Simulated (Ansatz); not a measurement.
**CdSe: the crystal squeezed far**

The task here is to estimate one member of a computed series from the others.

Computed with Ansatz 0.2.0 (DFT, LDA, PAW with Ansatz's default frozen-core files, scalar-relativistic, unless a step's input says otherwise).

### The structure to begin with

It takes space group Fm-3m (No. 225, cubic). The conventional cell has a = 5.379 Å, b = 5.379 Å, c = 5.379 Å, α = 90.00°, β = 90.00°, γ = 90.00°. Cd (site symmetry m-3m) has 6 Se at 2.69 Å as nearest neighbours. Se (site symmetry m-3m) has 6 Cd at 2.69 Å as nearest neighbours.

Coordinates:

```xyz
2
Lattice="0.0000 2.6893 2.6893 2.6893 0.0000 2.6893 2.6893 2.6893 0.0000" Properties=species:S:1:pos:R:3 pbc="T T T"
Cd    0.0000    0.0000    0.0000
Se    2.6893    2.6893    2.6893
```

Whether this phase is the stable one at these pressures isn't tested.

Atoms are numbered in the order of the input: Cd1, Se2.

Set-up of the first run:

Input file input.yaml:

```yaml
crystal:
  lattice:
    - [0.0, 2.6892810254, 2.6892810254]
    - [2.6892810254, 0.0, 2.6892810254]
    - [2.6892810254, 2.6892810254, 0.0]
  atoms:
    - { symbol: Cd, position: [0.0, 0.0, 0.0] }
    - { symbol: Se, position: [0.5, 0.5, 0.5] }
kpoints:
  mp_grid: { grid: [12, 12, 12] }
scf:
  occupations: { method: fermi_dirac, width: 0.05 }
hamiltonian:
  xc: lda
  pseudopotentials: { kind: paw }
output:
  forces: true
  stress: true
  write_density: true
  write_potential: true
  elf: true
  volumetric_format: npy
relax:
  f_tol: 0.005
  max_steps: 40
  cell: {}
```

Launch:

```sh
$ ansatz run input.yaml --threads 1 --pin off --max-ram 2048MiB --backend cpu --events-out ev --progress --plain --runs-dir out
```

Steps of the session up to this table: Cell relaxed at zero pressure, PAW; Volume scaled by 1, PAW; Volume scaled by 0.94, PAW; Volume scaled by 0.88, PAW; Volume scaled by 0.8, PAW; Volume scaled by 0.72, PAW; Volume scaled by 0.64, PAW; Volume scaled by 0.55, PAW; Volume scaled by 0.55, PAW (partial_waves polarizable).

One table of the session follows, with a row left open; its other results are not shown here.

 The rows PAW, 0.55 and PAW (partial_waves polarizable), 0.55 agree to the last digit and may rest on the same set-up.

| method | volume over the first | volume (Å³/atom) | pressure (GPa) |
| --- | --- | --- | --- |
| PAW | 1 | 21.522 | 0.03 |
| PAW | 0.94 | ? | ? |
| PAW | 0.88 | 18.940 | 13.71 |
| PAW | 0.8 | 17.218 | 30.01 |
| PAW | 0.72 | 15.496 | 56.73 |
| PAW | 0.64 | 13.774 | 101.84 |
| PAW | 0.55 | 11.837 | 194.79 |
| PAW (partial_waves polarizable) | 0.55 | 11.837 | 194.79 |

Q: Estimate the row for PAW, 0.94 from the others.

The run gave: volume (Å³/atom): 20.231; pressure (GPa): 5.69. In the column «volume (Å³/atom)» it lies between PAW, 0.88 (18.940) and PAW, 1 (21.522).
